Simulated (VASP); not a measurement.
# Si (Fd-3m) in VASP: further runs

One crystal, Si, is run at these levels: PBE0; tasks: single point.

Everything below comes from runs of VASP 6.6.1. Logs are shortened: lines on timing, memory, paths and dates and some standing lists are left out, and cuts for length are marked.

### Step 1. Starting point

The structure is cubic, space group Fd-3m (No. 227). Conventional cell: a = 5.444 Å, b = 5.444 Å, c = 5.444 Å, α = 90.00°, β = 90.00°, γ = 90.00°. Si (site symmetry -43m) has 4 Si at 2.36 Å as nearest neighbours.

### Step 2. Single point, PBE0

POSCAR reads:

```
Si
1.0
    0.0000000000      2.7218511865      2.7218511865
    2.7218511865      0.0000000000      2.7218511865
    2.7218511865      2.7218511865      0.0000000000
Si
2
Direct
    0.5000000000      0.5000000000      0.5000000000
    0.7500000000      0.7500000000      0.7500000000
```

INCAR.step1 reads:

```
SYSTEM = Si
ALGO = Normal
EDIFF = 1E-5
ENCUT = 460
GGA = PE
ISIF = 2
ISMEAR = 0
LASPH = .TRUE.
LCHARG = .FALSE.
LREAL = .FALSE.
LWAVE = .TRUE.
NBANDS = 12
NELM = 100
NKRED = 1
PREC = Accurate
SIGMA = 0.01
```

INCAR.step2 reads:

```
SYSTEM = Si
AEXX = 0.25
ALGO = Normal
EDIFF = 1E-6
ENCUT = 460
GGA = PE
ISIF = 2
ISMEAR = 0
ISTART = 1
LASPH = .TRUE.
LCHARG = .FALSE.
LHFCALC = .TRUE.
LREAL = .FALSE.
LWAVE = .FALSE.
NBANDS = 12
NELM = 100
NKRED = 1
PREC = Accurate
PRECFOCK = Fast
SIGMA = 0.01
```

KPOINTS reads:

```
k-points
0
G
  4 4 4
  0 0 0
```

Potentials or basis: VASP PAW PBE potentials, release 64 (Si).

Launch:

```
cat potpaw_PBE.64/Si/POTCAR > POTCAR
cp INCAR.step1 INCAR
mpirun -np 1 vasp_std > vasp.out
cp INCAR.step2 INCAR
mpirun -np 1 vasp_std > vasp.out
```

OUTCAR:

```text
SYSTEM = Si
   AEXX = 0.25
   EDIFF = 1E-6
   ENCUT = 460
   GGA = PE
   ISIF = 2
   ISMEAR = 0
   ISTART = 1
   LASPH = .TRUE.
   LHFCALC = .TRUE.
   LREAL = .FALSE.
   NELM = 100
   NKRED = 1
   PREC = Accurate
   PRECFOCK = Fast

 Found      8 irreducible k-points:

 Following reciprocal coordinates:
            Coordinates               Weight
  0.000000  0.000000  0.000000      1.000000
  0.250000  0.000000  0.000000      8.000000
  0.500000  0.000000  0.000000      4.000000
  0.250000  0.250000  0.000000      6.000000
  0.500000  0.250000  0.000000     24.000000
 -0.250000  0.250000  0.000000     12.000000
   k-points           NKPTS =      8   k-points in BZ     NKDIM =     64   number of bands    NBANDS=     12
   number of dos      NEDOS =    301   number of ions     NIONS =      2
   total plane-waves  NPLWV =  21952
   dimension x,y,z NGX =    28 NGY =   28 NGZ =   28
   dimension x,y,z NGXF=    56 NGYF=   56 NGZF=   56
   ions per type =               2
   NGX,Y,Z   is equivalent  to a cutoff of  12.09, 12.09, 12.09 a.u.
   NGXF,Y,Z  is equivalent  to a cutoff of  24.19, 24.19, 24.19 a.u.
 SYSTEM =  Si
   PREC   = accura    normal or accurate (medium, high low for compatibility)
   ISTART =      1    job   : 0-new  1-cont  2-samecut
   ICHARG =      0    charge: 1-file 2-atom 10-const
   ISPIN  =      1    spin polarized calculation?
   LNONCOLLINEAR =      F non collinear calculations
   LSORBIT =      F    spin-orbit coupling
   LASPH  =      T    aspherical Exc in radial PAW
   ENCUT  =  460.0 eV  33.81 Ry    5.81 a.u.   6.73  6.73  6.73*2*pi/ulx,y,z
   NELM   =    100;   NELMIN=  2; NELMDL=  0     # of ELM steps
   EDIFF  = 0.1E-05   stopping-criterion for ELM
   LREAL  =      F    real-space projection
   EDIFFG = 0.1E-04   stopping-criterion for IOM
   NSW    =      0    number of steps for IOM
   IBRION =     -1    ionic relax: 0-MD 1-quasi-New 2-CG
   NFREE  =      0    steps in history (QN), initial steepest desc. (CG)
   ISIF   =      2    stress and relaxation
   ISYM   =      3    0-nonsym 1-usesym 2-fastsym
   POTIM  = 0.5000    time-step for ionic-motion
   TEBEG  =    0.0;   TEEND  =   0.0 temperature during run
   PSTRESS=    0.0 pullay stress
   NELECT =       8.0000    total number of electrons
   NUPDOWN=      -1.0000    fix difference up-down
   EMIN   =  10.00;   EMAX   =-10.00  energy-range for DOS
   EFERMI =   0.00;   METHOD = LEGACY
   ISMEAR =     0;   SIGMA  =   0.01  broadening in eV -4-tet -1-fermi 0-gaus
   EFERMI_NEDOS =   21; number of points for ismear=-14 and -15
   IALGO  =     38    algorithm
   IMIX   =      1    mixing-type and parameters
     AMIX     =   0.40;   BMIX     =  1.00
     AMIX_MAG =   1.60;   BMIX_MAG =  1.00
  volume/ion in A,a.u.               =      20.16       136.08
  Fermi-wavevector in a.u.,A,eV,Ry     =   0.954766  1.804247 12.402783  0.911579
  Thomas-Fermi vector in A             =   2.083543
   LORBIT       =      0    0 simple, 1 ext, 2 COOP (PROOUT), +10 PAW based schemes
   GGA     = PE    functional components
   LHFCALC =     T    Hartree Fock is set to
   PRECFOCK=fast      Normal, Fast or Accurate (Low or Medium for compatibility)
   ENCUT4O =  -1.0   cutoff for four orbital integrals eV
   NKREDX  =     1    reduce k-point grid by
   NKREDY  =     1    reduce k-point grid by
   NKREDZ  =     1    reduce k-point grid by
   AEXX    =    0.2500 exact exchange contribution
   HFSCREEN=    0.0000 screening length (either q_TF or 0.3 A-1)
   HFSCREENC=   0.0000 screening length for correlation (either q_TF or 0.3 A-1)
   ENCUTFOCK=  -1.0 apply spherical cutoff to Coloumb kernel
   IVDW    =     0    specifies the selected vdW correction
   LEPSILON=     F    determine dielectric tensor
   LRPA    =     F    only Hartree local field effects (RPA)
 non-spin polarized calculation
 Gauss-broadening in eV      SIGMA  =   0.01
  energy-cutoff  :      460.00
  volume of cell :       40.33
 maximum number of plane-waves:       934
 NGX is ok and might be reduce to    28
  NGX = 16; NGY = 16; NGZ = 16

 number of electron       8.0000000 magnetization

 Free energy of the ion-electron system (eV)
  ---------------------------------------------------
  ext. energy  EPLUGINS =         0.00000000
  ---------------------------------------------------
  free energy    TOTEN  =       -13.44847466 eV

  energy without entropy =      -13.44847466  energy(sigma->0) =      -13.44847466

 E-fermi :   5.0808     XC(G=0):  -7.4176

 val. band max:        5.0259039877   @ k =   0.0000   0.0000   0.0000
 cond. band min:       7.1002020103   @ k =   0.5000   0.5000   0.0000
 fundamental gap:      2.0742980226
 Fermi energy:         5.0808480417

 k-point     1 :       0.0000    0.0000    0.0000
  band No.  band energies     occupation
      1      -8.2441      2.00000
      2       5.0259      2.00000
      3       5.0259      2.00000
      4       5.0259      2.00000
      5       9.1174      0.00000
      6       9.1174      0.00000
      7       9.1174      0.00000
      8      10.0685      0.00000
      9      14.5671      0.00000
     10      14.5913      0.00000
     11      14.5913      0.00000
     12      18.1085      0.00000

 k-point     2 :       0.2500    0.0000    0.0000
  band No.  band energies     occupation
      1      -7.3618      2.00000
      2       0.7439      2.00000
      3       4.2159      2.00000
      4       4.2159      2.00000
      5       8.5546      0.00000
      6      10.1229      0.00000
      7      10.1229      0.00000
      8      13.7486      0.00000
      9      14.0030      0.00000
     10      14.0030      0.00000
     11      15.6930      0.00000
     12      18.7026      0.00000

 k-point     3 :       0.5000    0.0000    0.0000
  band No.  band energies     occupation
      1      -5.6668      2.00000
      2      -2.6826      2.00000
      3       3.7127      2.00000
      4       3.7127      2.00000
      5       8.0308      0.00000
      6       9.9403      0.00000
      7       9.9403      0.00000
      8      14.4051      0.00000
      9      17.6071      0.00000
     10      17.6071      0.00000
     11      18.2991      0.00000
     12      18.3931      0.00000

 k-point     4 :       0.2500    0.2500    0.0000
  band No.  band energies     occupation
      1      -7.0494      2.00000
      2       1.1984      2.00000
      3       2.9821      2.00000
      4       2.9821      2.00000
      5       7.5500      0.00000
      6       9.6922      0.00000
      7      12.5454      0.00000
      8      12.5454      0.00000
      9      14.9734      0.00000
     10      15.8708      0.00000
     11      18.2456      0.00000
     12      20.0019      0.00000

 k-point     5 :       0.5000    0.2500    0.0000
  band No.  band energies     occupation
      1      -5.2357      2.00000
      2      -2.0321      2.00000
      3       1.2125      2.00000
      4       2.6189      2.00000
      5       7.9694      0.00000
      6      11.0675      0.00000
      7      12.5297      0.00000
      8      12.7067      0.00000
      9      17.2037      0.00000
     10      17.5828      0.00000
     11      19.2915      0.00000
     12      19.7106      0.00000

 k-point     6 :      -0.2500    0.2500    0.0000
  band No.  band energies     occupation
      1      -5.9845      2.00000
      2      -1.0200      2.00000
      3       0.9715      2.00000
      4       3.5936      2.00000
      5       8.9872      0.00000
      6      11.5436      0.00000
      7      11.7717      0.00000
      8      12.9452      0.00000
      9      13.1761      0.00000
     10      16.6413      0.00000
     11      19.5289      0.00000
     12      20.4014      0.00000

 [... further k-points ...]

------------------------ aborting loop because EDIFF is reached ----------------------------------------

  FORCE on cell =-STRESS in cart. coord.  units (eV):
  Direction    XX          YY          ZZ          XY          YZ          ZX
  --------------------------------------------------------------------------------------
  -------------------------------------------------------------------------------------
  Total       -0.0515032     -0.0515032     -0.0515032     -0.0000000      0.0000000     -0.0000000
  in kB       -2.0460756     -2.0460756     -2.0460756     -0.0000000      0.0000000     -0.0000000
  external PRESSURE =      -2.0460756 kB  Pullay stress =       0.0000000 kB

 VOLUME and BASIS-vectors are now :
 -----------------------------------------------------------------------------
  energy-cutoff  :      460.00
  volume of cell :       40.33
      direct lattice vectors                 reciprocal lattice vectors
     0.000000000  2.721851186  2.721851186    -0.183698507  0.183698507  0.183698507
     2.721851186  0.000000000  2.721851186     0.183698507 -0.183698507  0.183698507
     2.721851186  2.721851186  0.000000000     0.183698507  0.183698507 -0.183698507

 POSITION                                       TOTAL-FORCE (eV/Angst)
 -----------------------------------------------------------------------------------
      2.72185      2.72185      2.72185         0.000000      0.000000      0.000000
      4.08278      4.08278      4.08278        -0.000000     -0.000000     -0.000000
 -----------------------------------------------------------------------------------
    total drift:                               -0.000000     -0.000000     -0.000000

  FREE ENERGIE OF THE ION-ELECTRON SYSTEM (eV)
  ---------------------------------------------------
  free  energy   TOTEN  =       -13.4484746615 eV

  energy  without entropy=      -13.4484746615  energy(sigma->0) =      -13.44847466
```

It took 22 s on 1 thread of Intel Xeon Platinum 8488C (Sapphire Rapids), shared host; peak memory 0.15 GiB.

These settings aren't checked as converged: the numbers below hold their error.

What came out:

```
Free energy            : -13.4485 eV
Pressure               : -0.2 GPa
Band gap on the k mesh : 2.07 eV, indirect (least direct gap 4.09 eV)
```

Caveat: the k mesh is coarse (spacing up to 0.50 Å⁻¹), so the values aren't converged, least of all with exact exchange; the PAW data sets were made with another functional, which shifts forces and pressure a little.

### Step 3. Single point, PBE0

POSCAR is that of step 2.

INCAR.step1: that of step 2 with these lines changed.

```diff
@@ -3,3 +3,3 @@
 EDIFF = 1E-5
-ENCUT = 460
+ENCUT = 400
 GGA = PE
```

INCAR.step2: that of step 2 with these lines changed.

```diff
@@ -4,3 +4,3 @@
 EDIFF = 1E-6
-ENCUT = 460
+ENCUT = 400
 GGA = PE
```

KPOINTS reads:

```
k-points
0
G
  5 5 5
  0 0 0
```

Potentials or basis: VASP PAW PBE potentials, release 64 (Si).

Launch:

```
cat potpaw_PBE.64/Si/POTCAR > POTCAR
cp INCAR.step1 INCAR
mpirun -np 1 vasp_std > vasp.out
cp INCAR.step2 INCAR
mpirun -np 1 vasp_std > vasp.out
```

Wall time 90 s (1 thread of Intel Xeon Platinum 8488C (Sapphire Rapids), shared host); peak memory 0.15 GiB.

These settings aren't checked as converged: the numbers below hold their error.

Results:

- Free energy: -13.5392 eV
- Pressure: -0.6 GPa
- Band gap on the k mesh: 1.87 eV, indirect (least direct gap 4.04 eV)

Caveat: the PAW data sets were made with another functional, which shifts forces and pressure a little; an odd mesh through Γ misses points on the zone boundary, where band edges often lie.

[end of part 1 of 3]
